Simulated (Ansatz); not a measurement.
Runs of Ansatz 0.2.0 on TaSi2. Symmetry: P6_222, No. 180, hexagonal system. Conventional cell: a = 4.780 Å, b = 4.780 Å, c = 6.564 Å, α = 90.00°, β = 90.00°, γ = 120.00°. Ta (site symmetry 222) has 10 Si at 2.59 to 2.76 Å as nearest neighbours. Si (site symmetry 2) has 5 Si at 2.59 to 2.76 Å and 5 Ta at 2.59 to 2.76 Å as nearest neighbours. 

```csv
task,level,U,cell,smearing,points for each segment of the path,hubbard projectors,double counting,gap on the mesh (eV),pressure (GPa),largest force (eV/Å)
projected density of states,PBEsol,-,as given,fermi-dirac 0.05 eV,-,-,-,none,(b),0.75
single point,PBE,-,as given,gaussian 0.011 eV,-,-,-,none,3.5,0.81
relaxation of cell and atoms,RPBE+D3(BJ),-,relaxed,fermi-dirac 0.05 eV,-,-,-,none,0.0,-
band structure,LDA,-,as given,fermi-dirac 0.05 eV,10,-,-,none,-4.7,(c)
projected density of states,PBEsol+U,Ta d U = 3 eV,as given,fermi-dirac 0.05 eV,-,ortho-atomic (the default),fll (the default),none,(a),0.78
```

Alike in all rows: potentials or basis Ansatz PAW; no spin polarisation; k mesh 7 × 7 × 4; cutoff (eV) 420.

Task: Estimate the missing entries.

Result: (a) -0.4; (b) -1.3; (c) 0.70.

Caveats: the cell's inner coordinates are idealised or old, which leaves forces on the atoms (some runs); the PAW data sets come from PBE, with cores solved anew for the run's functional, which leaves a small shift of forces and pressure (some runs); the density of states is complete only up to the lowest level of the last band computed (some runs); the potentials were made for another functional, which shifts forces and pressure (some runs); the plane-wave basis is chosen anew once the cell has moved, so the energies of steps on either side of that aren't comparable (some runs); pairwise dispersion overbinds metals, which lowers pressure and volume (some runs).

A k mesh can miss the band edges, and the runs leave out spin-orbit coupling on Ta.

A gap of «none» marks a metal or a gap under the smearing width.

Not every run made on this cell is shown here.
